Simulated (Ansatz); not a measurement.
# Stiffness of Cr from strained cells

```xyz
1
Lattice="-1.4420 1.4420 1.4420 1.4420 -1.4420 1.4420 1.4420 1.4420 -1.4420" Properties=species:S:1:pos:R:3 pbc="T T T"
Cr    0.0000    0.0000    0.0000
```

The geometry is COD entry 5000220, unchecked; take it as a test cell.

All numbers below come from Ansatz 0.2.0, DFT, PBE, all-electron LAPW, scalar-relativistic.

Sampling and basis: a Γ-centred 18×18×18 k mesh, Fermi–Dirac smearing of 0.08 eV, basis error target 1 meV/atom, spin-polarised from start moments Cr 3 μB (the moments died away, and the run ended non-magnetic).

The unstrained cell is at -8.91 GPa. Large strains and very small stresses are left out. Each strain is applied once, with fractional coordinates held (clamped ions), and σ below is the change of stress, positive in tension. One finite strain gives stress–strain coefficients at this pressure with an error of the order of the strain times third-order constants, a few per cent for each per cent of strain. In a metal the k mesh adds noise of tens of per cent to soft shears.

Q: Estimate the stiffness probed by this change, and the stress that it gives: x and y strained by +1 %, z held.

A: σxx = 5.15 GPa, σzz = 2.17 GPa and εxx = εyy = 0.0100, so C12 = σzz/(2εxx) = 109 GPa and C11 + C12 = σxx/εxx = 515 GPa.

Q: Estimate the stiffness probed by this change, and the stress that it gives: x and y strained by -2 %, z held.

A: σxx = -12.01 GPa, σzz = -5.20 GPa and εxx = εyy = -0.0200, so C12 = σzz/(2εxx) = 130 GPa and C11 + C12 = σxx/εxx = 601 GPa.

Q: Estimate the stiffness probed by this change, and the stress that it gives: equal xy, yz and zx engineering shear strains of -1 %.

A: σxy = -0.89 GPa and γxy = 2εxy = -0.0100, so C44 (clamped ions) = σxy/γxy = 89 GPa.

Q: Estimate the stiffness probed by this change, and the stress that it gives: equal xy, yz and zx engineering shear strains of +1 %.

A: σxy = 0.86 GPa and γxy = 2εxy = 0.0100, so C44 (clamped ions) = σxy/γxy = 86 GPa.

Q: What do those two numbers (x and y strained by +1 %, z held) give for C11, and is the cell stable to tetragonal shear?

A: C11 = 515 − 109 = 406 GPa and C11 − C12 = 297 GPa: positive, so stable to it.

Q: The two estimates of C11 + C12 differ. Why, and which value is best?

A: Finite strains add third-order terms, and in a metal the k mesh adds noise; two strains on one mesh can't tell these apart, so neither value is shown to be the better.
